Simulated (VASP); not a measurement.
# Ba (P6_3/mmc) in VASP: notebook

The runs below take Ba through single point, with revPBE.

All numbers are computed with VASP 6.6.1; they aren't measurements. Logs are shortened: lines on timing, memory, paths and dates and some standing lists are left out, and cuts for length are marked.

**1. The structure**

It takes space group P6_3/mmc (No. 194, hexagonal). Conventional cell: a = 4.567 Å, b = 4.567 Å, c = 7.493 Å, α = 90.00°, β = 90.00°, γ = 120.00°.

This isn't the form of Ba at room conditions, which is bcc.

**2. Single point, revPBE**

File INCAR:

```
PREC = Accurate
ENCUT = 520
EDIFF = 1E-6
ISMEAR = -1
SIGMA = 0.1
LREAL = False
LASPH = True
NELM = 100
ALGO = Fast
ISIF = 2
LWAVE = False
LCHARG = False
GGA = RE
NBANDS = 17
```

File KPOINTS:

```
Automatic mesh
0
Gamma
  13 13 7
```

File POSCAR:

```
Ba
1.0
    4.5672099839      0.0000000000      0.0000000000
   -2.2836049920      3.9553198705      0.0000000000
    0.0000000000      0.0000000000      7.4927587046
Ba
2
Direct
    0.3333333333      0.6666666667      0.2500000000
    0.6666666667      0.3333333333      0.7500000000
```

Potentials or basis: VASP PAW PBE potentials, release 64 (Ba_sv).

Run with:

```console
cat potpaw_PBE.64/Ba_sv/POTCAR > POTCAR
mpirun -np 1 vasp_std > vasp.out
```

OUTCAR:

```text
PREC = Accurate
   ENCUT = 520
   EDIFF = 1E-6
   ISMEAR = -1
   LREAL = False
   LASPH = True
   NELM = 100
   ISIF = 2
   GGA = RE

 ion  position               nearest neighbor table
   1  0.333  0.667  0.250-   2 4.58   2 4.58   2 4.58   2 4.58   2 4.58   2 4.58
   2  0.667  0.333  0.750-   1 4.58   1 4.58   1 4.58   1 4.58   1 4.58   1 4.58

  LATTYP: Found a hexagonal cell.
 ALAT       =     4.5672099839
 C/A-ratio  =     1.6405548970

  Lattice vectors:

 A1 = (   4.5672099839,   0.0000000000,   0.0000000000)
 A2 = (  -2.2836049920,   3.9553198705,   0.0000000000)
 A3 = (   0.0000000000,   0.0000000000,   7.4927587046)

Analysis of symmetry for initial positions (statically):
=====================================================================
 Subroutine PRICEL returns:
 Original cell was already a primitive cell.

 Routine SETGRP: Setting up the symmetry group for a
 hexagonal supercell.

 Subroutine GETGRP returns: Found 24 space group operations
 (whereof 12 operations were pure point group operations)
 out of a pool of 24 trial point group operations.

The static configuration has the point symmetry D_3d.
 The point group associated with its full space group is D_6h.

Analysis of symmetry for dynamics (positions and initial velocities):
=====================================================================
 Subroutine PRICEL returns:
 Original cell was already a primitive cell.

 Routine SETGRP: Setting up the symmetry group for a
 hexagonal supercell.

 Subroutine GETGRP returns: Found 24 space group operations
 (whereof 12 operations were pure point group operations)
 out of a pool of 24 trial point group operations.

The dynamic configuration has the point symmetry D_3d.
 The point group associated with its full space group is D_6h.

 Subroutine INISYM returns: Found 24 space group operations
 (whereof 12 operations are pure point group operations),
 and found     1 'primitive' translations

----------------------------------------------------------------------------------------

                                     Primitive cell

  volume of cell :     135.3550

  direct lattice vectors                    reciprocal lattice vectors
     4.567209984  0.000000000  0.000000000     0.218952052  0.126412026  0.000000000
    -2.283604992  3.955319870  0.000000000     0.000000000  0.252824053  0.000000000
     0.000000000  0.000000000  7.492758705     0.000000000  0.000000000  0.133462192

  length of vectors
     4.567209984  4.567209984  7.492758705     0.252824053  0.252824053  0.133462192

  position of ions in fractional coordinates (direct lattice)
     0.333333333  0.666666667  0.250000000
     0.666666667  0.333333333  0.750000000

  ion indices of the primitive-cell ions
   primitive index   ion index
                 1           1
                 2           2

----------------------------------------------------------------------------------------

 KPOINTS: Automatic mesh

Automatic generation of k-mesh.
 Grid dimensions read from file:
 generate k-points for:   13   13    7

 Generating k-lattice:

  Cartesian coordinates                     Fractional coordinates (reciprocal lattice)
     0.016842466  0.009724002  0.000000000     0.076923077  0.000000000  0.000000000
     0.000000000  0.019448004  0.000000000     0.000000000  0.076923077  0.000000000
     0.000000000  0.000000000  0.019066027     0.000000000  0.000000000  0.142857143

  Length of vectors
     0.019448004  0.019448004  0.019066027

  Shift w.r.t. Gamma in fractional coordinates (k-lattice)
     0.000000000  0.000000000  0.000000000

 Subroutine IBZKPT returns following result:
 ===========================================

 Found     84 irreducible k-points:

 Following reciprocal coordinates:
            Coordinates               Weight
  0.000000  0.000000  0.000000      1.000000
  0.076923 -0.000000  0.000000      6.000000
  0.153846 -0.000000  0.000000      6.000000
  0.230769 -0.000000  0.000000      6.000000
  0.307692 -0.000000  0.000000      6.000000
  0.384615 -0.000000  0.000000      6.000000
[... 16 lines left out ...]
  0.076923 -0.000000  0.142857     12.000000
  0.153846 -0.000000  0.142857     12.000000
 [... further k-points ...]
   k-points           NKPTS =     84   k-points in BZ     NKDIM =     84   number of bands    NBANDS=     17
   number of dos      NEDOS =    301   number of ions     NIONS =      2
   total plane-waves  NPLWV =  72576
   dimension x,y,z NGX =    36 NGY =   36 NGZ =   56
   dimension x,y,z NGXF=    72 NGYF=   72 NGZF=  112
   ions per type =               2
   NGX,Y,Z   is equivalent  to a cutoff of  13.10, 13.10, 12.43 a.u.
   NGXF,Y,Z  is equivalent  to a cutoff of  26.21, 26.21, 24.85 a.u.
 SYSTEM =  unknown system
   PREC   = accura    normal or accurate (medium, high low for compatibility)
   ISTART =      0    job   : 0-new  1-cont  2-samecut
   ICHARG =      2    charge: 1-file 2-atom 10-const
   ISPIN  =      1    spin polarized calculation?
   LNONCOLLINEAR =      F non collinear calculations
   LSORBIT =      F    spin-orbit coupling
   LASPH  =      T    aspherical Exc in radial PAW
   ENCUT  =  520.0 eV  38.22 Ry    6.18 a.u.   8.49  8.49 13.93*2*pi/ulx,y,z
   NELM   =    100;   NELMIN=  2; NELMDL= -5     # of ELM steps
   EDIFF  = 0.1E-05   stopping-criterion for ELM
   LREAL  =      F    real-space projection
   EDIFFG = 0.1E-04   stopping-criterion for IOM
   NSW    =      0    number of steps for IOM
   IBRION =     -1    ionic relax: 0-MD 1-quasi-New 2-CG
   NFREE  =      0    steps in history (QN), initial steepest desc. (CG)
   ISIF   =      2    stress and relaxation
   ISYM   =      2    0-nonsym 1-usesym 2-fastsym
   POTIM  = 0.5000    time-step for ionic-motion
   TEBEG  =    0.0;   TEEND  =   0.0 temperature during run
   PSTRESS=    0.0 pullay stress
   NELECT =      20.0000    total number of electrons
   NUPDOWN=      -1.0000    fix difference up-down
   EMIN   =  10.00;   EMAX   =-10.00  energy-range for DOS
   EFERMI =   0.00;   METHOD = LEGACY
   ISMEAR =    -1;   SIGMA  =   0.10  broadening in eV -4-tet -1-fermi 0-gaus
   EFERMI_NEDOS =   21; number of points for ismear=-14 and -15
   IALGO  =     68    algorithm
   IMIX   =      4    mixing-type and parameters
     AMIX     =   0.40;   BMIX     =  1.00
     AMIX_MAG =   1.60;   BMIX_MAG =  1.00
  volume/ion in A,a.u.               =      67.68       456.71
  Fermi-wavevector in a.u.,A,eV,Ry     =   0.865486  1.635531 10.191662  0.749066
  Thomas-Fermi vector in A             =   1.983736
   LORBIT       =      0    0 simple, 1 ext, 2 COOP (PROOUT), +10 PAW based schemes
   GGA     = RE    functional components
   LHFCALC =     F    Hartree Fock is set to
   AEXX    =    0.0000 exact exchange contribution
   IVDW    =     0    specifies the selected vdW correction
   LEPSILON=     F    determine dielectric tensor
   LRPA    =     F    only Hartree local field effects (RPA)
 non-spin polarized calculation
 RMM-DIIS sequential band-by-band and
  energy-cutoff  :      520.00
  volume of cell :      135.36
 maximum number of plane-waves:      3677
 NGX is ok and might be reduce to    36
   NGX = 17   NGY = 17   NGZ = 27

 number of electron      19.9999998 magnetization

 Free energy of the ion-electron system (eV)
  ---------------------------------------------------
  ext. energy  EPLUGINS =         0.00000000
  ---------------------------------------------------
  free energy    TOTEN  =        -3.46022776 eV

  energy without entropy =       -3.34194241  energy(sigma->0) =       -3.40108509

 E-fermi :   1.5237     XC(G=0):  -7.1003

 val. band max:        1.5214497645   @ k =   0.3846   0.2308   0.2857
 cond. band min:       1.5345041021   @ k =   0.4615   0.0769   0.1429
 fundamental gap:      0.0130543376
 Fermi energy:         1.5237456392

 k-point     1 :       0.0000    0.0000    0.0000
  band No.  band energies     occupation
      1     -27.5165      2.00000
      2     -27.4883      2.00000
      3     -12.8695      2.00000
      4     -12.5623      2.00000
      5     -12.5623      2.00000
      6     -12.5156      2.00000
[... 9 lines left out ...]
     16       3.6197      0.00000
     17       4.1153      0.00000

 k-point     2 :       0.0769   -0.0000    0.0000
  band No.  band energies     occupation
      1     -27.5150      2.00000
      2     -27.4875      2.00000
      3     -12.8628      2.00000
      4     -12.5786      2.00000
      5     -12.5674      2.00000
      6     -12.5325      2.00000
[... 9 lines left out ...]
     16       3.7019      0.00000
     17       3.9889      0.00000

 k-point     3 :       0.1538   -0.0000    0.0000
  band No.  band energies     occupation
      1     -27.5108      2.00000
      2     -27.4855      2.00000
      3     -12.8434      2.00000
      4     -12.6236      2.00000
      5     -12.5811      2.00000
      6     -12.5784      2.00000
[... 9 lines left out ...]
     16       3.6433      0.00000
     17       3.8092      0.00000

 k-point     4 :       0.2308   -0.0000    0.0000
  band No.  band energies     occupation
      1     -27.5048      2.00000
      2     -27.4828      2.00000
      3     -12.8138      2.00000
      4     -12.6868      2.00000
      5     -12.6409      2.00000
      6     -12.5997      2.00000
[... 9 lines left out ...]
     16       3.9344      0.00000
     17       3.9741      0.00000

 k-point     5 :       0.3077   -0.0000    0.0000
  band No.  band energies     occupation
      1     -27.4981      2.00000
      2     -27.4803      2.00000
      3     -12.7780      2.00000
      4     -12.7538      2.00000
      5     -12.7047      2.00000
      6     -12.6188      2.00000
[... 9 lines left out ...]
     16       4.3477      0.00000
     17       4.5453      0.00000

 k-point     6 :       0.3846   -0.0000    0.0000
  band No.  band energies     occupation
      1     -27.4920      2.00000
      2     -27.4787      2.00000
      3     -12.8088      2.00000
      4     -12.7560      2.00000
      5     -12.7418      2.00000
      6     -12.6343      2.00000
[... 9 lines left out ...]
     16       4.8802      0.00000
     17       5.1988      0.00000

 k-point     7 :       0.4615    0.0000    0.0000
  band No.  band energies     occupation
      1     -27.4881      2.00000
      2     -27.4783      2.00000
      3     -12.8397      2.00000
      4     -12.7843      2.00000
      5     -12.7156      2.00000
      6     -12.6430      2.00000
[... 9 lines left out ...]
     16       5.5164      0.00000
     17       5.7232      0.00000

 k-point     8 :       0.0769    0.0769    0.0000
  band No.  band energies     occupation
      1     -27.5122      2.00000
      2     -27.4862      2.00000
      3     -12.8497      2.00000
      4     -12.6065      2.00000
      5     -12.5841      2.00000
      6     -12.5573      2.00000
[... 9 lines left out ...]
     16       3.7067      0.00000
     17       3.8824      0.00000
[... 203 lines left out ...]
      1     -27.4855      2.00000
      2     -27.4783      2.00000
      3     -12.7957      2.00000
      4     -12.7577      2.00000
      5     -12.6972      2.00000
      6     -12.6922      2.00000
[... 9 lines left out ...]
     16       4.7605      0.00000
     17       5.1072      0.00000

 k-point    20 :       0.3846    0.2308    0.0000
  band No.  band energies     occupation
      1     -27.4834      2.00000
      2     -27.4787      2.00000
      3     -12.8040      2.00000
      4     -12.7511      2.00000
      5     -12.7109      2.00000
      6     -12.6794      2.00000
[... 9 lines left out ...]
     16       4.9864      0.00000
     17       5.2846      0.00000

 k-point    21 :       0.3077    0.3077    0.0000
  band No.  band energies     occupation
      1     -27.4820      2.00000
      2     -27.4793      2.00000
      3     -12.7871      2.00000
      4     -12.7448      2.00000
      5     -12.7232      2.00000
      6     -12.6698      2.00000
[... 9 lines left out ...]
     16       4.9871      0.00000
     17       5.0578      0.00000

 k-point    22 :       0.0000    0.0000    0.1429
  band No.  band energies     occupation
      1     -27.5151      2.00000
      2     -27.4897      2.00000
      3     -12.8529      2.00000
      4     -12.5600      2.00000
      5     -12.5600      2.00000
      6     -12.5338      2.00000
[... 9 lines left out ...]
     16       3.5566      0.00000
     17       4.2383      0.00000

 k-point    23 :       0.0769   -0.0000    0.1429
  band No.  band energies     occupation
      1     -27.5136      2.00000
      2     -27.4889      2.00000
      3     -12.8470      2.00000
      4     -12.5759      2.00000
      5     -12.5650      2.00000
      6     -12.5462      2.00000
[... 9 lines left out ...]
     16       3.6294      0.00000
     17       4.1443      0.00000

 k-point    24 :       0.1538   -0.0000    0.1429
  band No.  band energies     occupation
      1     -27.5096      2.00000
      2     -27.4868      2.00000
      3     -12.8303      2.00000
      4     -12.6197      2.00000
      5     -12.5893      2.00000
      6     -12.5783      2.00000
[... 9 lines left out ...]
     16       3.7998      0.00000
     17       4.0315      0.00000

 [... further k-points ...]

------------------------ aborting loop because EDIFF is reached ----------------------------------------

  FORCE on cell =-STRESS in cart. coord.  units (eV):
  Direction    XX          YY          ZZ          XY          YZ          ZX
  --------------------------------------------------------------------------------------
  -------------------------------------------------------------------------------------
  Total        0.0648703      0.0648703      0.0540956     -0.0000000      0.0000000      0.0000000
  in kB        0.7678601      0.7678601      0.6403217     -0.0000000      0.0000000      0.0000000
  external PRESSURE =       0.7253473 kB  Pullay stress =       0.0000000 kB

 VOLUME and BASIS-vectors are now :
 -----------------------------------------------------------------------------
  energy-cutoff  :      520.00
  volume of cell :      135.36
      direct lattice vectors                 reciprocal lattice vectors
     4.567209984  0.000000000  0.000000000     0.218952052  0.126412026  0.000000000
    -2.283604992  3.955319870  0.000000000     0.000000000  0.252824053  0.000000000
     0.000000000  0.000000000  7.492758705     0.000000000  0.000000000  0.133462192

 POSITION                                       TOTAL-FORCE (eV/Angst)
 -----------------------------------------------------------------------------------
     -0.00000      2.63688      1.87319        -0.000000      0.000000      0.000000
      2.28360      1.31844      5.61957         0.000000     -0.000000      0.000000
 -----------------------------------------------------------------------------------
    total drift:                               -0.000000      0.000000     -0.000000

  FREE ENERGIE OF THE ION-ELECTRON SYSTEM (eV)
  ---------------------------------------------------
  free  energy   TOTEN  =        -3.4602277634 eV

  energy  without entropy=       -3.3419424093  energy(sigma->0) =       -3.40108509
```

Wall time 74 s (1 thread of Intel Xeon Platinum 8488C (Sapphire Rapids), shared host); peak memory 0.35 GiB.

Results:

| Property | Result |
| --- | --- |
| Free energy | -3.4602 eV |
| Pressure | 0.1 GPa |
| Band gap on the k mesh | none (metal or under the smearing width) |

Levels at points of the mesh, in eV from the Fermi level:
```tsv
k point	band 7	band 8	band 9	band 10	band 11	band 12	band 13	band 14
(0.00, 0.00, 0.00)	-14.04	-14.04	-2.73	-0.92	0.83	1.68	1.71	1.71
```

Caveat: the PAW data sets were made with another functional, which shifts forces and pressure a little. Spin-orbit coupling is left out, which matters for the levels of Ba.

**3. Single point, revPBE**

File INCAR:

```
PREC     = Accurate       # precision mode
ENCUT    = 520            # plane-wave cutoff, eV
EDIFF    = 1E-6           # SCF threshold, eV
ISMEAR   = -1             # smearing method
SIGMA    = 0.1            # smearing width, eV
LREAL    = False          # projectors in reciprocal space
LASPH    = True           # aspherical terms in the spheres
NELM     = 100            # most SCF steps
ALGO     = Fast           # electronic algorithm
ISIF     = 2              # what is computed and relaxed
LWAVE    = False          # write WAVECAR
LCHARG   = True           # write CHGCAR
GGA      = RE             # functional
LELF     = True           # ELF
LVHAR    = True         
NBANDS   = 17             # bands
```

File KPOINTS:

```
Automatic mesh
0
Gamma
  9 9 5
```

POSCAR is that of step 2.

Potentials or basis: VASP PAW PBE potentials, release 64 (Ba_sv).

Run with:

```console
cat potpaw_PBE.64/Ba_sv/POTCAR > POTCAR
mpirun -np 1 vasp_std > vasp.out
```

Run time: 44 s. Hardware: 1 thread of Intel Xeon Platinum 8488C (Sapphire Rapids), shared host; peak memory 0.28 GiB.

It converged, with:

```
Free energy            : -3.4604 eV
Pressure               : 0.1 GPa
Band gap on the k mesh : none (metal or under the smearing width)
```

Levels at points of the mesh, in eV from the Fermi level:
| k point | band 6 | band 7 | band 8 | band 9 | band 10 | band 11 | band 12 | band 13 | band 14 | band 15 |
| --- | --- | --- | --- | --- | --- | --- | --- | --- | --- | --- |
| (0.00, 0.00, 0.00) | -14.04 | -14.04 | -14.04 | -2.73 | -0.92 | 0.83 | 1.68 | 1.71 | 1.71 | 2.09 |

Caveat: the PAW data sets were made with another functional, which shifts forces and pressure a little.

**4. Single point, revPBE**

This run uses another cell than the first one, of 70.38 Å³/atom, 1.040 times its volume.

File INCAR:

```
SYSTEM = Ba
ALGO     = Normal         ! electronic algorithm
EDIFF    = 1E-6           ! SCF threshold, eV
ENCUT    = 520            ! plane-wave cutoff, eV
GGA      = RE             ! functional
ISIF     = 2              ! what is computed and relaxed
ISMEAR   = -1             ! smearing method
LASPH    = .TRUE.         ! aspherical terms in the spheres
LCHARG   = .TRUE.         ! write CHGCAR
LELF     = .TRUE.         ! ELF
LREAL    = .FALSE.        ! projectors in reciprocal space
LVHAR    = .TRUE.       
LWAVE    = .FALSE.        ! write WAVECAR
NBANDS   = 17             ! bands
NELM     = 60             ! most SCF steps
PREC     = Accurate       ! precision mode
SIGMA    = 0.1            ! smearing width, eV
```

File KPOINTS:

```
k-points
0
G
  9 9 5
  0 0 0
```

File POSCAR:

```
Ba
1.0
    4.6273117444      0.0000000000      0.0000000000
   -2.3136558722      4.0073695219      0.0000000000
    0.0000000000      0.0000000000      7.5913589421
Ba
2
Direct
    0.3333333333      0.6666666667      0.2500000000
    0.6666666667      0.3333333333      0.7500000000
```

Run with:

```console
cat potpaw_PBE.64/Ba_sv/POTCAR > POTCAR
mpirun -np 1 vasp_std > vasp.out
```

Wall time 42 s (1 thread of Intel Xeon Platinum 8488C (Sapphire Rapids), shared host); peak memory 0.27 GiB.

It converged, with:

| Item | Value |
| --- | --- |
| Free energy | -3.4580 eV |
| Pressure | -0.2 GPa |
| Band gap on the k mesh | none (metal or under the smearing width) |

Levels at points of the mesh, in eV from the Fermi level:
| k point | band 7 | band 8 | band 9 | band 10 | band 11 | band 12 | band 13 | band 14 |
| --- | --- | --- | --- | --- | --- | --- | --- | --- |
| (0.00, 0.00, 0.00) | -14.13 | -14.13 | -2.71 | -0.91 | 0.74 | 1.64 | 1.67 | 1.67 |

Caveat: the PAW data sets were made with another functional, which shifts forces and pressure a little. The run has no spin-orbit coupling, so splittings on Ba are missing.

**5. The runs side by side**

| cell | k mesh | gap on the mesh (eV) | pressure (GPa) |
| --- | --- | --- | --- |
| P6_3/mmc, 67.68 Å³/atom | 13 × 13 × 7 | none | 0.1 |
| P6_3/mmc, 67.68 Å³/atom | 9 × 9 × 5 | none | 0.1 |
| P6_3/mmc, 70.38 Å³/atom | 9 × 9 × 5 | none | -0.2 |

Alike in all rows: task single point; level revPBE; potentials or basis VASP PAW PBE potentials, release 64 (Ba_sv); no spin polarisation; cutoff (eV) 520; smearing fermi-dirac 0.1 eV.

Every run on the cell as given and a fine mesh finds a metal.

Caveats: the PAW data sets were made with another functional, which shifts forces and pressure a little.

Total energies depend on the potentials used, so only differences within one code and one set of settings carry meaning.
